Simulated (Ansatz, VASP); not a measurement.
# Pt in VASP and in Ansatz

```
CELL_PARAMETERS angstrom
-1.56047 1.56047 1.51366
1.56047 -1.56047 1.51366
1.56047 1.56047 -1.51366
ATOMIC_POSITIONS crystal
Pt 0.00000 0.00000 0.00000
```

Change from the starting cell: strain +0.000 along x and y, -0.030 along z, atoms carried along.

Alike in both runs: task single point; functional PBEsol; k mesh 26 × 26 × 26; occupations gaussian, width 0.15 eV; no spin polarisation.

```csv
,VASP,Ansatz
version,VASP 6.6.1,Ansatz 0.2.0
potentials or method,"VASP PAW PBE potentials, release 64 (Pt)","scalar-relativistic, plane waves, PAW"
plane-wave cutoff (eV),520,420
valence electrons in the cell,10,18
```

Ansatz gave:

```
gap on the k mesh at the Fermi level (eV)       : none
pressure (GPa)                                  : 9.2
largest component of the traceless stress (GPa) : 2.30
```

Task: What did VASP give for the same quantities?

Result: gap on the k mesh at the Fermi level (eV): none; pressure (GPa): 8.9; largest component of the traceless stress (GPa): 2.31.

A gap of «none» marks a metal or a gap that the smearing closes. The two sets of potentials don't hold the same shells in valence.

Caveats: the PAW data sets were made with another functional, which shifts forces and pressure a little (VASP). The runs have no spin-orbit coupling, so splittings on Pt are missing.
